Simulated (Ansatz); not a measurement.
# Cu3N: the cost of one run

Method: DFT PBE, scalar-relativistic, plane waves, PAW, in Ansatz 0.2.0.

4 further runs of the same task are left out: 2 that didn't finish, 2 set aside as unsound or not needed.

### 1 The system as given

The structure is cubic, space group Pm-3m (No. 221). Conventional cell: a = 3.827 Å, b = 3.827 Å, c = 3.827 Å, α = 90.00°, β = 90.00°, γ = 90.00°. Cu (site symmetry 4/mmm) is surrounded by 2 N at 1.91 Å. N (site symmetry m-3m) is surrounded by 6 Cu at 1.91 Å.

Structure file:

```
Cu N
1.0
     3.82701    0.00000    0.00000
     0.00000    3.82701    0.00000
     0.00000    0.00000    3.82701
Cu N
3 1
Cartesian
  1.9135 0.0000 0.0000
  0.0000 1.9135 0.0000
  0.0000 0.0000 1.9135
  0.0000 0.0000 0.0000
```

It is the result of an earlier relaxation at this level (volume 14.01 Å³/atom; gap on the mesh: 0.22 eV).

### 2 Relaxing at -3 GPa

input.yaml reads:

```yaml
crystal:
  lattice:
    - [3.8635994065, 0.0, 0.0]
    - [0.0, 3.8635994065, 0.0]
    - [0.0, 0.0, 3.8635994065]
  atoms:
    - { symbol: Cu, position: [0.5, 0.0, 0.0] }
    - { symbol: Cu, position: [0.0, 0.5, 0.0] }
    - { symbol: Cu, position: [0.0, 0.0, 0.5] }
    - { symbol: "N", position: [0.0, 0.0, 0.0] }
basis:
  ecutwfc: 420
kpoints:
  mp_grid: { grid: [10, 10, 10] }
hamiltonian:
  xc: pbe
scf:
  occupations: { method: gaussian, width: 0.01 }
output:
  forces: true
  stress: true
  eigenvalues: true
relax:
  adjacent_minimum: "off"
  f_tol: 0.008
  max_steps: 50
  cell: { stress_tol: 0.08, p_target: -3.0 }
```

On the command line:

```console
> ansatz run input.yaml --threads 1 --pin off --max-ram 2560MiB --backend cpu --events-out ev --progress --plain --runs-dir out
```

What time and memory should one allow on 1 thread of Arm Neoverse V2, shared host?

About 19 s, with a peak of 0.38 GiB.
